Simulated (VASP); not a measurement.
Crystal: KBr.

```
K Br
1.0
     0.00000    3.30000    3.30000
     3.30000    0.00000    3.30000
     3.30000    3.30000    0.00000
K Br
1 1
Direct
  0.00000 0.00000 0.00000
  0.50000 0.50000 0.50000
```

| Property | Result |
| --- | --- |
| Program | VASP 6.6.1 |
| Task | relaxation of cell and atoms |
| Functional | PBE |
| Potentials or basis | VASP PAW PBE potentials, release 64 (K_sv, Br) |
| Cutoff | 600 eV |
| k mesh | 8 × 8 × 8 |
| Occupations | gaussian, width 0.03 eV |
| Spin | no spin polarisation |

At the start: pressure 0.8 GPa; volume 35.94 Å³/atom.

Question: How do energy, volume and symmetry change on relaxing?

Answer: Over 3 steps the energy falls by 4.2 meV/atom and the volume is 37.64 Å³/atom (+4.7 %); space group Fm-3m (No. 225, to 0.05 Å).

Step by step:
```csv
step,energy change (eV),largest force (eV/Å),pressure (GPa),volume (Å³)
1,0.0000,0.0000,0.77,71.87
2,-0.0063,0.0000,0.35,73.69
3,-0.0084,0.0000,0.04,75.28
```

Final structure:
```xyz
2
Lattice="0.0000 3.3514 3.3514 3.3514 0.0000 3.3514 3.3514 3.3514 0.0000" Properties=species:S:1:pos:R:3 pbc="T T T"
K     0.0000    0.0000    0.0000
Br    3.3514    3.3514    3.3514
```
